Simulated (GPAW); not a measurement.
Here is a GPAW 26.7.0 calculation.

File run.py:

```python
import numpy as np
from ase import Atoms
from ase.dft.bandgap import bandgap
from ase.io import write
from ase.units import GPa
from gpaw import GPAW, PW, setup_paths
from gpaw.spinorbit import soc_eigenstates

setup_paths.insert(0, '.')

atoms = Atoms(['Hg', 'Se'],
              cell=[[0.0, 3.039, 3.039],
                    [3.039, 0.0, 3.039],
                    [3.039, 3.039, 0.0]],
              scaled_positions=[[0.0, 0.0, 0.0],
                                [0.75, 0.75, 0.75]],
              pbc=True)

calc = GPAW(mode=PW(600),
            xc='WC',
            kpts={'size': (6, 6, 6), 'gamma': True},
            occupations={'name': 'fermi-dirac', 'width': 0.05},
            nbands=18,
            convergence={'density': 1e-05, 'energy': 1e-05},
            maxiter=150,
            txt='gpaw.txt')
atoms.calc = calc
energy = atoms.get_potential_energy()
forces = atoms.get_forces()
stress = atoms.get_stress()
calc.write('gs.gpw')
write('result.traj', atoms)
print(f'Energy: {energy:.6f} eV')
print('Forces (eV/A):')
print(forces.round(4))
print('Stress (GPa):', (stress / GPa).round(3))
print('Fermi level:', round(calc.get_fermi_level(), 4), 'eV')
print(f'Gap: {bandgap(calc)[0]:.4f} eV, direct: {bandgap(calc, direct=True)[0]:.4f} eV')

path = atoms.cell.bandpath('GXWKGLUWLK,UX', npoints=80, eps=1e-4)
bs_calc = calc.fixed_density(kpts=path, symmetry='off', nbands=30,
                             convergence={'bands': 'CBM+6.0', 'eigenstates': 1e-6}, txt='bands.txt')
bs = bs_calc.band_structure()
bs.write('bs.json')
print(f'Gap on the path: {bandgap(bs_calc)[0]:.4f} eV')

soc = soc_eigenstates(bs_calc, theta=0, phi=0)
np.savetxt('soc_bands.dat', soc.eigenvalues(), fmt='%.4f')
mesh = soc_eigenstates('gs.gpw', theta=0, phi=0)
np.savetxt('soc_mesh.dat', mesh.eigenvalues(), fmt='%.4f')
print('Fermi level with spin-orbit coupling:', round(mesh.fermi_level, 4), 'eV')
```

Potentials or basis: PAW data sets generated in the run's folder for this functional, pw.

The run is started by

```console
$ gpaw-setup -f WC Hg Se
$ OMP_NUM_THREADS=1 python run.py
```

Q: What does it give for the pressure?

A: 2.1 GPa.

Q: Estimate the band gap along the path.

A: None (metal or under the smearing width).

Levels at the corners of the path, in eV from the Fermi level:
| point | band 22 | band 23 | band 24 | band 25 | band 26 | band 27 |
| --- | --- | --- | --- | --- | --- | --- |
| Γ | -0.25 | -0.01 | -0.01 | -0.01 | -0.01 | 4.34 |
| X | -2.47 | -2.41 | -2.41 | 2.69 | 2.69 | 2.77 |
| W | -2.73 | -2.61 | -2.46 | 3.46 | 3.67 | 4.85 |
| K | -2.91 | -2.05 | -1.96 | 2.78 | 2.85 | 4.29 |
| Γ | -0.25 | -0.01 | -0.01 | -0.01 | -0.01 | 4.34 |
| L | -1.19 | -0.97 | -0.97 | 0.98 | 0.98 | 5.75 |
| U | -2.91 | -2.05 | -1.96 | 2.78 | 2.85 | 4.29 |
| W | -2.73 | -2.61 | -2.46 | 3.46 | 3.67 | 4.85 |
| L | -1.19 | -0.97 | -0.97 | 0.98 | 0.98 | 5.75 |
| K | -2.91 | -2.05 | -1.96 | 2.78 | 2.85 | 4.29 |
| U | -2.91 | -2.05 | -1.96 | 2.78 | 2.85 | 4.29 |
| X | -2.47 | -2.41 | -2.41 | 2.69 | 2.69 | 2.77 |

Caveat: spin-orbit coupling was added after a scalar SCF, so levels and gaps hold it while energy, forces, pressure and moments don't; this program's spin-orbit splittings come out too wide for heavy elements.
